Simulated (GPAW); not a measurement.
Runs of GPAW 26.7.0 on Zn. The structure is cubic, space group Fm-3m (No. 225). Conventional cell: a = 3.930 Å, b = 3.930 Å, c = 3.930 Å, α = 90.00°, β = 90.00°, γ = 90.00°. Around Zn (site symmetry m-3m) lie 12 Zn at 2.78 Å. This isn't the form of Zn at room conditions, which is hcp.

```csv
level,potentials or basis,eigensolver,gap on the mesh (eV),pressure (GPa),relaxed volume (Å³/atom)
RPBE,"the program's PAW data sets (release 1.2.1) made for this functional, pw",-,none,0.1,15.75
revPBE,"the program's PAW data sets (release 1.2.1) made for this functional, pw",-,none,0.1,(a)
BLYP,"PAW data sets generated in the run's folder for this functional, pw",davidson,none,0.0,16.74
TPSS,"GPAW PAW data sets (gpaw-data 1.2.1), pw",davidson,none,0.0,14.18
PW91,"PAW data sets generated in the run's folder for this functional, pw",-,none,0.0,(b)
```

Alike in all rows: task relaxation of cell and atoms; no spin polarisation; cell relaxed; k mesh 10 × 10 × 10; cutoff (eV) 600; smearing fermi-dirac 0.05 eV.

Problem. Fill in the values left out.

Solution. (a) 15.54; (b) 15.03.

Caveats: later steps reuse the first step's grids; the PAW data sets were made with another functional, which shifts forces and pressure a little (some runs).

A gap of «none» marks a metal or a gap under the smearing width.

Runs at the PBE level aren't shown here.
